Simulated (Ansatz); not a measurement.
# C (Fd-3m) in Ansatz: further runs, part 2 of 2

Ansatz 0.2.0.

## (5) Single point, r2SCAN50, 5.56 Å³/atom (volume scaled by 0.98)

input.yaml reads:

```yaml
crystal:
  lattice:
    - [0.0, 1.7714007132, 1.7714007132]
    - [1.7714007132, 0.0, 1.7714007132]
    - [1.7714007132, 1.7714007132, 0.0]
  atoms:
    - { symbol: C, position: [0.75, 0.75, 0.75] }
    - { symbol: C, position: [0.5, 0.5, 0.5] }
hamiltonian:
  xc: r2scan50
  pseudopotentials: { kind: paw }
kpoints:
  mp_grid: { grid: [7, 7, 7] }
scf:
  occupations: { method: fermi_dirac, width: 0.05 }
output:
  forces: true
  stress: true
  eigenvalues: true
```

Launch:

```console
> ansatz run input.yaml --threads 2 --pin off --max-ram 5632MiB --backend cpu --events-out ev --progress --plain --runs-dir out
```

It took 8.7 s on 2 threads of Arm Neoverse N1, shared host; peak memory 0.48 GiB.

It converged, with:

```
Free energy            : -502.8077 eV
Pressure               : -8.7 GPa
Band gap on the k mesh : 8.16 eV, indirect (least direct gap 9.94 eV)
```

Caveat: the k mesh is coarse (spacing up to 0.44 Å⁻¹), so the values aren't converged, least of all with exact exchange; odd divisions of the mesh miss points on the zone boundary, where band edges often lie, so the gap on the mesh can be too wide; the PAW data sets come from PBE, with cores solved anew for the run's functional, which leaves a small shift of forces and pressure; the thresholds are loose for stress.

## (6) Single point, r2SCAN50, 5.67 Å³/atom

Changes to input.yaml since step 5:

```diff
@@ -2,5 +2,5 @@
   lattice:
-    - [0.0, 1.7714007132, 1.7714007132]
-    - [1.7714007132, 0.0, 1.7714007132]
-    - [1.7714007132, 1.7714007132, 0.0]
+    - [0.0, 1.78337, 1.78337]
+    - [1.78337, 0.0, 1.78337]
+    - [1.78337, 1.78337, 0.0]
   atoms:
@@ -19 +19,5 @@
   eigenvalues: true
+  write_density: true
+  write_potential: true
+  elf: true
+  volumetric_format: npy
```

Potentials or basis: Ansatz PAW.

Launch:

```console
> ansatz run input.yaml --threads 2 --pin off --max-ram 5632MiB --backend cpu --events-out ev --progress --plain --runs-dir out
```

Run time: 8.8 s. Hardware: 2 threads of Arm Neoverse N1, shared host; peak memory 0.48 GiB.

It converged, with:

| Quantity | Value |
| --- | --- |
| Free energy | -502.7886 eV |
| Pressure | -18.0 GPa |
| Band gap on the k mesh | 8.10 eV, indirect (least direct gap 9.87 eV) |

Caveat: the k mesh is coarse (spacing up to 0.44 Å⁻¹), so the values aren't converged, least of all with exact exchange; odd divisions of the mesh miss points on the zone boundary, where band edges often lie, so the gap on the mesh can be too wide; the PAW data sets come from PBE, with cores solved anew for the run's functional, which leaves a small shift of forces and pressure; the thresholds are loose for stress.

## (7) Single point, r2SCAN50, 5.79 Å³/atom (volume scaled by 1.02)

input.yaml reads:

```yaml
crystal:
  lattice:
    - [0.0, 1.7951807415, 1.7951807415]
    - [1.7951807415, 0.0, 1.7951807415]
    - [1.7951807415, 1.7951807415, 0.0]
  atoms:
    - { symbol: C, position: [0.75, 0.75, 0.75] }
    - { symbol: C, position: [0.5, 0.5, 0.5] }
hamiltonian:
  xc: r2scan50
  pseudopotentials: { kind: paw }
kpoints:
  mp_grid: { grid: [7, 7, 7] }
scf:
  occupations: { method: fermi_dirac, width: 0.05 }
output:
  forces: true
  stress: true
  eigenvalues: true
```

Launch:

```console
> ansatz run input.yaml --threads 2 --pin off --max-ram 5632MiB --backend cpu --events-out ev --progress --plain --runs-dir out
```

Wall time 9.5 s (2 threads of Arm Neoverse N1, shared host); peak memory 0.51 GiB.

The run converged. Its results:

* Free energy: -502.7571 eV
* Pressure: -26.4 GPa
* Band gap on the k mesh: 8.05 eV, indirect (least direct gap 9.80 eV)

Caveat: the k mesh is coarse (spacing up to 0.43 Å⁻¹), so the values aren't converged, least of all with exact exchange; odd divisions of the mesh miss points on the zone boundary, where band edges often lie, so the gap on the mesh can be too wide; the PAW data sets come from PBE, with cores solved anew for the run's functional, which leaves a small shift of forces and pressure; the thresholds are loose for stress.

## (8) Single point, r2SCAN50, 5.90 Å³/atom (volume scaled by 1.04)

Changes to input.yaml since step 7:

```diff
@@ -2,5 +2,5 @@
   lattice:
-    - [0.0, 1.7951807415, 1.7951807415]
-    - [1.7951807415, 0.0, 1.7951807415]
-    - [1.7951807415, 1.7951807415, 0.0]
+    - [0.0, 1.806838086, 1.806838086]
+    - [1.806838086, 0.0, 1.806838086]
+    - [1.806838086, 1.806838086, 0.0]
   atoms:
```

Launch:

```console
> ansatz run input.yaml --threads 2 --pin off --max-ram 5632MiB --backend cpu --events-out ev --progress --plain --runs-dir out
```

It took 9.3 s on 2 threads of Arm Neoverse N1, shared host; peak memory 0.51 GiB.

It converged, with:

| Property | Result |
| --- | --- |
| Free energy | -502.7142 eV |
| Pressure | -34.1 GPa |
| Band gap on the k mesh | 7.99 eV, indirect (least direct gap 9.74 eV) |

Caveat: the k mesh is coarse (spacing up to 0.43 Å⁻¹), so the values aren't converged, least of all with exact exchange; odd divisions of the mesh miss points on the zone boundary, where band edges often lie, so the gap on the mesh can be too wide; the PAW data sets come from PBE, with cores solved anew for the run's functional, which leaves a small shift of forces and pressure; the thresholds are loose for stress.

## (9) Single point, r2SCAN50, 6.01 Å³/atom (volume scaled by 1.06)

Changes to input.yaml since step 8:

```diff
@@ -2,5 +2,5 @@
   lattice:
-    - [0.0, 1.806838086, 1.806838086]
-    - [1.806838086, 0.0, 1.806838086]
-    - [1.806838086, 1.806838086, 0.0]
+    - [0.0, 1.8183469191, 1.8183469191]
+    - [1.8183469191, 0.0, 1.8183469191]
+    - [1.8183469191, 1.8183469191, 0.0]
   atoms:
@@ -19 +19,5 @@
   eigenvalues: true
+  write_density: true
+  write_potential: true
+  elf: true
+  volumetric_format: npy
```

Potentials or basis: Ansatz PAW.

Launch:

```console
> ansatz run input.yaml --threads 2 --pin off --max-ram 5632MiB --backend cpu --events-out ev --progress --plain --runs-dir out
```

It took 9.4 s on 2 threads of Arm Neoverse N1, shared host; peak memory 0.51 GiB.

It converged, with:

* Free energy: -502.6609 eV
* Pressure: -41.0 GPa
* Band gap on the k mesh: 7.94 eV, indirect (least direct gap 9.67 eV)

Caveat: the k mesh is coarse (spacing up to 0.43 Å⁻¹), so the values aren't converged, least of all with exact exchange; odd divisions of the mesh miss points on the zone boundary, where band edges often lie, so the gap on the mesh can be too wide; the PAW data sets come from PBE, with cores solved anew for the run's functional, which leaves a small shift of forces and pressure; the thresholds are loose for stress.

## (10) Equation of state, r2SCAN50

This step only gathers the single runs of the series.

What came out:

- Equilibrium volume: 5.46 Å³/atom
- Bulk modulus: 505 GPa
- Pressure derivative of the bulk modulus: 3.5

Energy against volume, from the lowest point:
| volume (Å³/atom) | energy (meV/atom) |
| --- | --- |
| 5.332 | 4.85 |
| 5.445 | 0.00 |
| 5.558 | 2.66 |
| 5.672 | 12.18 |
| 5.785 | 27.94 |
| 5.899 | 49.39 |
| 6.012 | 76.03 |

Caveat: the k mesh is coarse (spacing up to 0.44 Å⁻¹), so the values aren't converged, least of all with exact exchange; the PAW data sets were made with another functional, which shifts forces and pressure a little.
